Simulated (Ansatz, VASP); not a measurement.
# BaS: VASP beside Ansatz

Contents of INCAR:

```
SYSTEM = BaS
ALGO     = Normal         ! electronic algorithm
EDIFF    = 1E-7           ! SCF threshold, eV
ENCUT    = 520            ! plane-wave cutoff, eV
GGA      = PE             ! functional
ISIF     = 2              ! what is computed and relaxed
ISMEAR   = 0              ! smearing method
LASPH    = .TRUE.         ! aspherical terms in the spheres
LCHARG   = .FALSE.        ! write CHGCAR
LREAL    = .FALSE.        ! projectors in reciprocal space
LWAVE    = .FALSE.        ! write WAVECAR
NBANDS   = 15             ! bands
NELM     = 100            ! most SCF steps
PREC     = Accurate       ! precision mode
SIGMA    = 0.05           ! smearing width, eV
```

File KPOINTS:

```
k-points
0
G
  10 10 10
  0 0 0
```

The input POSCAR:

```
BaS
1.0
    0.0000000000      3.2354910450      3.2354910450
    3.2354910450      0.0000000000      3.2354910450
    3.2354910450      3.2354910450      0.0000000000
Ba S
1 1
Direct
    0.5000000000      0.5000000000      0.5000000000
    0.0000000000      0.0000000000      0.0000000000
```

Input for Ansatz:

```yaml
crystal:
  lattice:
    - [0.0, 3.235491045, 3.235491045]
    - [3.235491045, 0.0, 3.235491045]
    - [3.235491045, 3.235491045, 0.0]
  atoms:
    - { symbol: Ba, position: [0.5, 0.5, 0.5] }
    - { symbol: S, position: [0.0, 0.0, 0.0] }
basis:
  ecutwfc: 420
  ecutrho_ratio: 4
kpoints:
  mp_grid: { grid: [10, 10, 10] }
hamiltonian:
  xc: pbe
scf:
  occupations: { method: gaussian, width: 0.05 }
output:
  forces: true
  stress: true
  eigenvalues: true
```

Alike in both runs: task single point; functional PBE; k mesh 10 × 10 × 10; occupations gaussian, width 0.05 eV; no spin polarisation.

```csv
,VASP,Ansatz
version,VASP 6.6.1,Ansatz 0.2.0
potentials or method,"VASP PAW PBE potentials, release 64 (Ba_sv, S)","scalar-relativistic, plane waves, PAW"
plane-wave cutoff (eV),520,420
valence electrons in the cell,16,16
```

|  | VASP | Ansatz | Ansatz less VASP |
| --- | --- | --- | --- |
| gap on the k mesh at the Fermi level (eV) | 2.17 | 2.26 | +0.091 |
| least direct gap on the mesh (eV) | 2.32 | 2.39 | +0.062 |
| pressure (GPa) | -0.3 | -0.8 | -0.51 |

Caveats: spin-orbit coupling is left out, which moves the levels of the heavy elements. A k mesh can miss the band edges. Expect the measured gap to be larger: semilocal functionals such as PBE lack the derivative discontinuity.
